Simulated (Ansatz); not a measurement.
Predict the output of the script below (Ansatz 0.2.0 through its Python package).

Contents of `gase.xyz`:
```text
8
Lattice="3.742 0.0 0.0 -1.871 3.24066706 0.0 0.0 0.0 15.919" Properties=species:S:1:pos:R:3 pbc="T T T"
Ga   -0.00000000    2.16044471    2.81766300
Ga    1.87100000    1.08022235   10.77716300
Ga   -0.00000000    2.16044471    5.14183700
Ga    1.87100000    1.08022235   13.10133700
Se   -0.00000000    2.16044471    9.55140000
Se    1.87100000    1.08022235    1.59190000
Se   -0.00000000    2.16044471   14.32710000
Se    1.87100000    1.08022235    6.36760000
```

Script `gase.py`:
```python
# -*- coding: utf-8 -*-
"""Point defect (vacancy) in GaSe."""

import logging
import sys
import warnings

import ansatz as az
import numpy as np

logging.basicConfig(stream=sys.stdout, format="%(levelname)s:%(name)s:%(message)s")
log = logging.getLogger("ansatz_job")
log.setLevel(logging.INFO)

K_DENSITY = 0.8
SCF_TOL = 1e-07
CUTOFF_EV = 630
BETA = 0.2
FILLING = "gaussian"
WIDTH_EV = 0.05


def main():
    warnings.simplefilter("ignore", az.DeckWarning)

    cell = az.Crystal.from_extxyz("gase.xyz")
    host = cell.supercell(2, 1, 1)
    defective = host.vacancy("Se", at=[2 / 3, 1 / 3, 0.4])

    def with_settings(structure):
        return (
            structure.calculation()
            .kpoints(density=K_DENSITY)  # the mesh must be finer for metals
            .scf(tolerance=SCF_TOL, lower_state_search="standard")
            .functional(exchange="pbe", correlation="lyp")
            .basis(CUTOFF_EV)  # plane waves up to this kinetic energy
            .mixing("msr1", beta=BETA)
            .occupations(FILLING, width=WIDTH_EV)  # the run then minimises F = E - TS
            .band_table()
        )


    perfect = with_settings(host).run(threads=1, backend="cpu").report
    calculation = with_settings(defective).relax(force_tolerance=0.05, max_steps=40)
    result = calculation.run(threads=1, backend="cpu")
    data = result.report

    n_host, n_defect = len(perfect["lattice"]["sites"]), len(data["lattice"]["sites"])
    log.info(f"perfect cell: {n_host} atoms, F = {perfect['free_energy_ev']:.4f} eV")
    log.info(f"defect cell:  {n_defect} atoms, F = {data['free_energy_ev']:.4f} eV")
    # chemical potentials are still to be added to this difference
    log.info(f"difference {data['free_energy_ev'] - perfect['free_energy_ev']:.4f} eV (no chemical potentials)")

    pull = np.linalg.norm(data["forces_ev_ang"], axis=1)
    for atom in np.argsort(-pull)[:5]:
        log.info(f"force on {result.lattice.sites[atom].symbol}{atom}: {pull[atom]:.3f} eV/A")

    start = np.array([site.position for site in defective.resolved().sites])
    step = np.array([site.position_frac for site in result.lattice.sites]) - start
    moved = np.linalg.norm((step - np.round(step)) @ result.lattice.cell_ang, axis=1)
    print("relaxation by atom (A):", " ".join(f"{site.symbol}:{d:.3f}" for site, d in zip(result.lattice.sites, moved)))


if __name__ == "__main__":
    main()
```

Output of `python gase.py`:
```text
--- The result so far, ahead of a search for a lower minimum behind the relaxation; the run's own can be another ---
--- Relaxed structure (6 steps of the walk, 6 accepted, 0 SCFs on fresh bases) ---
  F+E_penalty+E_count = -68550.56659188 eV   max|allowed force component| = 3.068e-2 eV/Å
  atoms:
    - { symbol: Ga, position: [0.18564403303119237, 0.6856440330311924, 0.16933044976016262] }
    - { symbol: Ga, position: [0.3320417830834843, 0.33204178308348425, 0.670098912617727] }
    - { symbol: Ga, position: [0.15034871511114556, 0.6503487151111456, 0.326064525628349] }
    - { symbol: Ga, position: [0.33296966466474026, 0.33296966466474015, 0.8251172572136771] }
    - { symbol: Se, position: [0.17411344329231648, 0.6741134432923164, 0.589412976254509] }
    - { symbol: Se, position: [0.35157211780414793, 0.35157211780414777, 0.09385631507591755] }
    - { symbol: Se, position: [0.16765368647985798, 0.667653686479858, 0.9027521231870175] }
    - { symbol: Ga, position: [0.6811825911933954, 0.6811825911933954, 0.18343464268392812] }
    - { symbol: Ga, position: [0.8402200093070329, 0.34022000930703267, 0.6691568031958517] }
    - { symbol: Ga, position: [0.605325510707407, 0.6053255107074069, 0.3396262389047022] }
    - { symbol: Ga, position: [0.8383742196970356, 0.33837421969703557, 0.823820693396351] }
    - { symbol: Se, position: [0.6657328911021266, 0.6657328911021265, 0.5958785240459502] }
    - { symbol: Se, position: [0.8432130826134898, 0.34321308261348976, 0.10359520681903288] }
    - { symbol: Se, position: [0.6695412846176614, 0.6695412846176613, 0.8995242259775703] }
    - { symbol: Se, position: [0.8287336342187828, 0.32873363421878277, 0.40833110523925426] }
INFO:ansatz_job:perfect cell: 16 atoms, F = -74018.8865 eV
INFO:ansatz_job:defect cell:  15 atoms, F = -68550.5666 eV
INFO:ansatz_job:difference 5468.3200 eV (no chemical potentials)
INFO:ansatz_job:force on Ga0: 0.036 eV/A
INFO:ansatz_job:force on Se12: 0.027 eV/A
INFO:ansatz_job:force on Ga2: 0.023 eV/A
INFO:ansatz_job:force on Se14: 0.017 eV/A
INFO:ansatz_job:force on Ga7: 0.016 eV/A
relaxation by atom (A): Ga:0.173 Ga:0.110 Ga:0.116 Ga:0.034 Se:0.175 Se:0.153 Se:0.044 Ga:0.139 Ga:0.133 Ga:0.478 Ga:0.035 Se:0.066 Se:0.086 Se:0.020 Se:0.136
```

Caveats:
- These settings explore the input space; cutoff and mesh may be short of convergence.
- The relaxation stopped at 0.031 eV/Å, so the energy gained is a lower bound and displacements are uncertain.
- The difference holds no chemical potentials.
- In a crystal with a gap the Fermi level's place inside it depends on smearing and mesh.
- The structure is a deposited one; some such entries were measured under pressure or heat, so a shift against it needn't be the functional's error alone.
- The supercell is small, so the defect meets its images and the energies aren't those of an isolated defect; a partly filled defect level may also lower its energy by spin or distortion. For a charged cell the difference holds no correction, alignment or term for the electrons' reservoir.
- The script silences the warnings on its input, which a real study should read.
- Hardware and time: 120 s on 1 thread of Arm Neoverse V1 (shared host), peak memory 1.1 GiB.

(A comment or docstring line of the script was reworded after the run, the code is as it ran; lines on the test bed's own set-up are left out of the output.)
